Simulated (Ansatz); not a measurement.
A computed series for KCl: response to strain

The reference is KCl in the rock salt structure (space group Fm-3m, No. 225; a = 6.243 Å).

Strains are applied to the cell and any free atomic positions relax.

All numbers come from PBEsol (Ansatz, an electronic-structure program, PAW, no spin-orbit coupling).

| case | electron mass | band gap | pressure |
|---|---|---|---|
| base | 0.43 mₑ (at Γ) | 5.10 eV | 0.01 GPa |
| isotropic strain −2.50 % | 0.42 mₑ (at Γ) | 5.36 eV | 1.70 GPa |
| isotropic strain −1.50 % | 0.43 mₑ (at Γ) | 5.26 eV | 0.95 GPa |
| isotropic strain −1.00 % | 0.43 mₑ (at Γ) | 5.20 eV | 0.61 GPa |
| isotropic strain −0.50 % | 0.43 mₑ (at Γ) | 5.15 eV | 0.30 GPa |
| isotropic strain +0.50 % | 0.44 mₑ (at Γ) | 5.06 eV | -0.26 GPa |
| isotropic strain +1.50 % | 0.44 mₑ (at Γ) | 4.96 eV | -0.73 GPa |
| isotropic strain +2.00 % | 0.44 mₑ (at Γ) | 4.92 eV | -0.94 GPa |
| isotropic strain +2.50 % | 0.45 mₑ (at Γ) | 4.87 eV | -1.13 GPa |
| isotropic strain +3.00 % | 0.45 mₑ (at Γ) | 4.83 eV | -1.31 GPa |

Masses are band curvatures over ±0.01 Å⁻¹ around the edge. Whether these cells are dynamically stable was not tested.
